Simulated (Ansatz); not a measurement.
# Ni: the cost of one run

Program: Ansatz 0.2.0. Level of theory: DFT PBE, scalar-relativistic. These are calculated values, not measurements.

## Step 1: The system as given

The structure is cubic, space group Fm-3m (No. 225). Conventional cell: a = 3.536 Å, b = 3.536 Å, c = 3.536 Å, α = 90.00°, β = 90.00°, γ = 90.00°. Ni (site symmetry m-3m) is surrounded by 12 Ni at 2.50 Å.

As a file:

```cif
data_structure
_symmetry_space_group_name_H-M 'Fm-3m'
_symmetry_Int_Tables_number 225
_cell_length_a 3.5359
_cell_length_b 3.5359
_cell_length_c 3.5359
_cell_angle_alpha 90.000
_cell_angle_beta 90.000
_cell_angle_gamma 90.000
_cell_volume 44.21
loop_
_atom_site_label
_atom_site_type_symbol
_atom_site_symmetry_multiplicity
_atom_site_Wyckoff_symbol
_atom_site_fract_x
_atom_site_fract_y
_atom_site_fract_z
_atom_site_occupancy
Ni1 Ni 4 a 0.00000 0.00000 0.00000 1
```

The file gives the conventional cell by its symmetry; the runs use the cell typed in the input.

## Step 2: Volume × 0.96, LAPW

Contents of input.yaml:

```yaml
crystal:
  lattice:
    - [0.0, 1.7440558547, 1.7440558547]
    - [1.7440558547, 0.0, 1.7440558547]
    - [1.7440558547, 1.7440558547, 0.0]
  atoms:
    - { symbol: Ni, position: [0.0, 0.0, 0.0], spin: 1.5 }
magnetization:
  spin_polarized: true
kpoints:
  mp_grid: { grid: [20, 20, 20] }
  band_path:
    path:
      - [0.0, 0.0, 0.0]
      - [0.5, 0.0, 0.5]
      - [0.625, 0.25, 0.625]
      - [0.375, 0.375, 0.75]
      - [0.0, 0.0, 0.0]
      - [0.5, 0.5, 0.5]
      - [0.5, 0.25, 0.75]
      - [0.5, 0.0, 0.5]
    npoints: 5
scf:
  occupations: { method: fermi_dirac, width: 0.05 }
hamiltonian:
  xc: pbe
  pseudopotentials: { kind: all_electron, lapw: { basis_error: 0.00025 } }
output:
  forces: true
  stress: true
  eigenvalues: true
```

Launch:

```console
$ ansatz run input.yaml --threads 1 --pin off --max-ram 3072MiB --backend cpu --events-out ev --progress --plain --runs-dir out
```

Q: Estimate wall time and peak memory on 1 thread of Intel Xeon Platinum 8488C (Sapphire Rapids), shared host.

About 42 s, with a peak of 0.67 GiB.
